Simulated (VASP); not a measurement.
Runs of VASP 6.6.1 on TePb. Symmetry: Fm-3m, No. 225, cubic system. The conventional cell has a = 6.462 Å, b = 6.462 Å, c = 6.462 Å, α = 90.00°, β = 90.00°, γ = 90.00°. Pb (site symmetry m-3m) has 6 Te at 3.23 Å as nearest neighbours. Around Te (site symmetry m-3m) lie 6 Pb at 3.23 Å. 

```csv
task,level,potentials or basis,spin,cell,k mesh,cutoff (eV),smearing,pressure (GPa),relaxed volume (Å³/atom)
single point,PBE,"VASP PAW PBE potentials, release 64 (Pb_d, Te)",off,as given,7 × 7 × 7,520,gaussian 0.012 eV,2.1,-
relaxation of cell and atoms,revTPSS,"VASP PAW PBE potentials, release 64 (Pb_d, Te)",off,relaxed,7 × 7 × 7,600,fermi-dirac 0.05 eV,0.0,34.39
single point,PBE,"VASP PAW PBE potentials, release 64 (Pb, Te)",off,as given,7 × 7 × 7,500,gaussian 0.05 eV,(a),-
relaxation of cell and atoms,r2SCAN,"VASP PAW PBE potentials, release 64 (Pb_d, Te)",off,relaxed,7 × 7 × 7,600,fermi-dirac 0.05 eV,0.0,34.88
relaxation of cell and atoms,TPSS,"VASP PAW PBE potentials, release 64 (Pb_d, Te)",off,relaxed,7 × 7 × 7,600,fermi-dirac 0.05 eV,0.0,35.06
single point,PBE,"VASP PAW PBE potentials, release 64 (Pb_d, Te)",off,as given,7 × 7 × 7,520,gaussian 0.02 eV,2.1,-
```

Problem. Estimate the missing entries.

Solution. (a) 2.0.

Caveats: the PAW data sets were made with another functional, which shifts forces and pressure a little (some runs).

The runs don't all hold the same shells in valence.
